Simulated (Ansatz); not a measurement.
Reaction (ligand exchange at a Ge–C bond): `F[C](F)(F)[GeH3]` + `N[SiH](O)F` → `O[SiH](F)[NH][GeH3]` + `FC(F)F`

Computed with Ansatz on PBE0-D4/def2-TZVP structures; ΔE is electronic, products minus reactants. CBS: MP2 limit from def2 TZ/QZ plus the TZ coupled-cluster correction, frozen cores. This one scheme is used for every species. DFT in def2-TZVPP. B3LYP here is the variant with VWN-RPA as its local correlation; programs differ in this. HSE06 is defined as in plane-wave codes. For Ge outer-core shells are correlated without core-valence functions, which leaves a few kJ/mol of doubt a bond. Scalar relativity is left out up to krypton. Each species was taken in one conformer, which may not be the lowest.

```csv
level,ΔE (kcal/mol),difference from CCSD(T)/CBS
LDA (SPW92),-7.8,3.9
revPBE-D4,-9.1,2.6
BLYP-D4,-9.2,2.5
B3LYP-D4,-10.7,1.0
r2SCAN0-D4,-11.4,0.3
ωB97M-V,-10.4,1.3
B3LYP,-9.7,2.0
HSE06,-10.2,1.5
BHLYP,-12.1,-0.4
RPA@PBE/def2-TZVPP,-12.7,-1.0
HF/def2-TZVPP,-15.6,-3.9
MP2/def2-TZVPP,-13.9,-2.2
SCS-MP2/def2-TZVPP,-14.1,-2.4
CCSD/def2-TZVPP,-13.2,-1.5
MP2/def2-QZVPP,-13.2,-1.5
CCSD/CBS(def2),-12.0,-0.3
CCSD(T)/CBS,-11.7,0
```

Question: What do rigid-rotor, harmonic-oscillator terms from PBE0-D4/def2-TZVP frequencies (298.15 K, 1 bar) make of the CCSD(T)/CBS value? (Estimate.)

Answer: Computed: ΔZPE = +1.1 kcal/mol, ΔH = -10.7 kcal/mol, ΔS = 15 J/(mol·K), ΔG = -11.7 kcal/mol. Modes under 50 cm⁻¹ make the entropy rough.

Largest T1 diagnostic among the species: 0.012.

From BLYP to BHLYP (50 % exact exchange), in def2-TZVPP and without D4, ΔE moves by −4.1 kcal/mol. In def2-TZVPP, CCSD(T) changes the Hartree–Fock value by +2.7 kcal/mol (the triples alone add +0.3 kcal/mol) and MP2 by +1.7 kcal/mol.

CCSD(T)/CBS has its own doubt, a few kJ/mol and more with outer-core shells, so smaller differences from it don't rank the levels.
